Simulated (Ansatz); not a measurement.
An Ansatz run on HgTe (started from an entry of an open crystallographic database) left the output below. The cell was relaxed beforehand with r2SCAN.

The cell given to it:
```
CELL_PARAMETERS angstrom
0.00000 3.28920 3.28920
3.28920 0.00000 3.28920
3.28920 3.28920 0.00000
ATOMIC_POSITIONS crystal
Hg 0.00000 0.00000 0.00000
Te 0.25000 0.25000 0.25000
```

The log, with set-up remarks and timings taken out:
```
scf.n_extra_bands = 4 over 18 filled bands (N_el = 36.0): the run solves 22 bands
Functional definition: HSE06
Crystal: 2 atoms, lattice volume = 71.170 Å³
Basis set: ecut = 420 eV, 1411 PW (Γ)
Bands: 22, of which v1, the nominal top of the filled ones, is band 18 counted from 1 (17 counted from 0)
Symmetry: 24 space group operations
Space group: F-43m (ITA 216)
k-points: 8 of 64 (time reversal used)
preconditioner: auto → none  [σ=0.020 eV  ℏωp=18.7 eV]
Exchange kernel: α = 0.2500, screened, ω = 0.2079 Å⁻¹, Wigner–Seitz truncation, v(0) = 1041.0304 eV·Å³, q-mesh 4×4×4
hybrid outer 1: dexx = +1.021e-2 eV, tail = 7.83e-5 eV
hybrid outer 2: dexx = +3.855e-7 eV, tail = 2.11e-8 eV, Δε = 1.07e-3 eV
Free energy (F): -20801.493801 eV
Internal energy: -20801.492607 eV  (E = F + TS)
E sigma→0 (E₀):  -20801.493204 eV
Entropy (-TS):   -0.001194 eV (-0.597 meV/atom)
Fermi energy:    7.504707 eV
--- Per-component energies (eV) ---
  E_band       = -876.869466
  E_kinetic    = 782.860346
  E_local      = -4919.579827
  E_nonlocal   = -236.487317
  E_hartree    = 2386.098441
  E_xc         = -275.263638
  E_vxc        = -290.525632
  E_exx        = -122.889796
  E_paw        = -14560.707473
  E_vpaw       = -739.557746
  E_ewald      = -3853.511254
  E_core_change = -2.012802
  E_smearing   = -0.001194
--- Forces (eV/Å), atoms counted from 1 ---
  atom   1  Hg      0.00000      0.00000      0.00000
  atom   2  Te      0.00000      0.00000      0.00000
--- Stress (GPa, compression-positive) ---
        0.146425       0.000000       0.000000
        0.000000       0.146425       0.000000
        0.000000       0.000000       0.146425
  P = ⅓ Tr σ = 0.1464 GPa (1.464 kbar)
--- Band table (eV; the first three rows and the last of 8) ---
  k-point 0: bands = […, -0.7144, -0.2426, -0.2426, 7.3125, 7.4908, 7.4908, 7.4908, 12.5651, 12.5651, 12.5651]
  k-point 1: bands = […, -0.5151, -0.2434, -0.2434, 4.0893, 6.9608, 6.9608, 8.9910, 13.1436, 13.2010, 13.2010]
  k-point 2: bands = […, -0.2261, -0.2261, 0.0920, 1.9693, 6.5207, 6.5207, 8.8727, 13.3627, 13.3627, 15.1371]
  k-point 7: bands = […, -0.2906, -0.2587, 0.3775, 1.9236, 4.9203, 4.9523, 11.3219, 12.8526, 13.6093, 14.4840]
```

bands.tsv, columns around the gap (it counts bands from 0):
```tsv
# k_distance	band_13	band_14	band_15	band_16	band_17	band_18	band_19	band_20	band_21
# fermi_ev = 7.504674
# [0, 0, 0] at k_distance = 0.000000
# [-0.5, -0.5, 0] at k_distance = 0.955124
# [-0.375, -0.375, 0.25] at k_distance = 1.292812
# [-0.375, 0, 0.375] at k_distance = 1.877704
# [0, 0, 0.5] at k_distance = 2.462596
# [-0.5, -0.25, 0.25] at k_distance = 3.137971
# levels_relative_to = fermi_ev
0.000	-7.747	-7.747	-0.192	-0.014	-0.014	-0.014	5.060	5.060	5.060
0.955	-7.695	-7.263	-5.562	-2.242	-2.242	2.581	3.218	8.974	9.761
1.293	-7.725	-7.187	-5.543	-2.875	-1.865	2.946	4.762	7.845	8.064
1.878	-7.725	-7.187	-5.543	-2.875	-1.865	2.946	4.762	7.845	8.064
2.463	-7.731	-7.413	-5.535	-0.984	-0.984	1.368	5.858	5.858	7.632
3.138	-7.763	-7.127	-5.581	-2.584	-2.552	3.817	5.348	6.105	6.979
```
In order the rows are Γ, X, U, K, L, W.

Task: Write the input file that gave this output.

Result:
```yaml
crystal:
  # lattice and atoms as above
kpoints:
  mp_grid: { grid: [4, 4, 4] }
  band_path:
    path:
      - [0.0, 0.0, 0.0]
      - [-0.5, -0.5, 0.0]
      - [-0.375, -0.375, 0.25]
      - [-0.375, 0.0, 0.375]
      - [0.0, 0.0, 0.5]
      - [-0.5, -0.25, 0.25]
    npoints: 1
hamiltonian:
  xc: hse06
scf:
  occupations: { method: fermi_dirac, width: 0.02 }
  n_extra_bands: 4
output:
  forces: true
  stress: true
  eigenvalues: true
```
The exchange loop and the term E_exx show exact exchange. A single point prints forces and stress when the output block asks for them. Not every key shows in the log; this is the file that was used.

With HSE06 the gap closes, the bands meeting at Γ. (Only one starting filling was tried, which a hybrid may keep.)

Command: `ansatz run input.yaml --threads 2 --pin off --max-ram 2211MiB --backend cpu --events-out ev --progress --plain --runs-dir out`.

The values are computed, spin-unpolarised, and not measurements.

Spin-orbit coupling is left out, which matters wherever the heavy atoms make up the band edges.

The program warns that its thresholds are loose for a hybrid's stress.

The meshes of the hybrids are coarse, so their gaps aren't converged to the digits shown.
